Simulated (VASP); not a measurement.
Runs of VASP 6.6.1 on Cu. The cell holds a slab with vacuum, 11 atoms: a = 3.615 Å, b = 2.556 Å, c = 26.781 Å, α = 90.00°, β = 90.00°, γ = 90.00°. The slab is cut from a database's or a generator's crystal, which needn't be the stable form of the element.

| level | potentials or basis | further INCAR settings | gap on the mesh (eV) | largest force (eV/Å) |
| --- | --- | --- | --- | --- |
| LDA | VASP PAW LDA potentials, release 64 (Cu) | ALGO = Normal; EDIFF = 1e-07 | none | 0.96 |
| PBE | VASP PAW PBE potentials, release 64 (Cu) | ALGO = Normal; EDIFF = 1e-07 | none | 0.37 |
| PBEsol | VASP PAW PBE potentials, release 64 (Cu) | ALGO = Normal; EDIFF = 1e-07 | none | 0.68 |
| r2SCAN | VASP PAW PBE potentials, release 64 (Cu) | ALGO = Normal; EDIFF = 1e-06 | none | (b) |
| RPBE | VASP PAW PBE potentials, release 64 (Cu) | ALGO = Normal; EDIFF = 1e-07 | none | (a) |

Alike in all rows: task work function; no spin polarisation; cell as given; k mesh 12 × 8 × 1; cutoff (eV) 520; smearing gaussian 0.1 eV.

Problem. Fill in the values left out.

Solution. (a) 0.42; (b) 0.54.

Caveats: the PAW data sets were made with another functional, which shifts forces and pressure a little (some runs).

A k mesh can miss the band edges.

A gap of «none» marks a metal or a gap under the smearing width.

Not every run made on this cell is shown here.
